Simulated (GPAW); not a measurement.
Cu:

```xyz
2
Lattice="0.0000 -1.8075 -1.8075 -1.8075 0.0000 -1.8075 1.8075 1.8075 -3.6150" Properties=species:S:1:pos:R:3 pbc="T T T"
Cu   -0.0175    0.0224   -3.5952
Cu   -1.7900   -0.0224   -1.8273
```

The cell isn't the ideal one: all atoms moved at random, sigma 0.05 Å a component.

| Item | Value |
| --- | --- |
| Program | GPAW 26.7.0 |
| Task | relaxation of the atoms |
| Functional | BLYP |
| Potentials or basis | PAW data sets generated in the run's folder for this functional |
| Cutoff | 600 eV |
| Basis | pw |
| k mesh | 10 × 10 × 6 |
| Occupations | fermi-dirac, width 0.05 eV |
| Spin | no spin polarisation |

At the start: volume 11.81 Å³/atom.

**Question.** Where does the relaxation end?

**Answer.** Over 5 steps the energy falls by 2.2 meV/atom; space group Fm-3m (No. 225, to 0.05 Å).

Step by step:
| step | energy change (eV) | largest force (eV/Å) |
| --- | --- | --- |
| 1 | 0.0000 | 0.1672 |
| 2 | -0.0007 | 0.1425 |
| 3 | -0.0029 | 0.0872 |
| 4 | -0.0031 | 0.0853 |
| 5 | -0.0044 | 0.0417 |

Final structure:
```xyz
2
Lattice="0.0000 -1.8075 -1.8075 -1.8075 0.0000 -1.8075 1.8075 1.8075 -3.6150" Properties=species:S:1:pos:R:3 pbc="T T T"
Cu    0.0000    0.0045   -3.6151
Cu   -1.8075   -0.0045   -1.8074
```

Caveat: with this Cu data set, volumes or pressures lay over 1.5 % or 2 GPa off other programs in two to four cells of ten; later steps reuse the first step's grids.
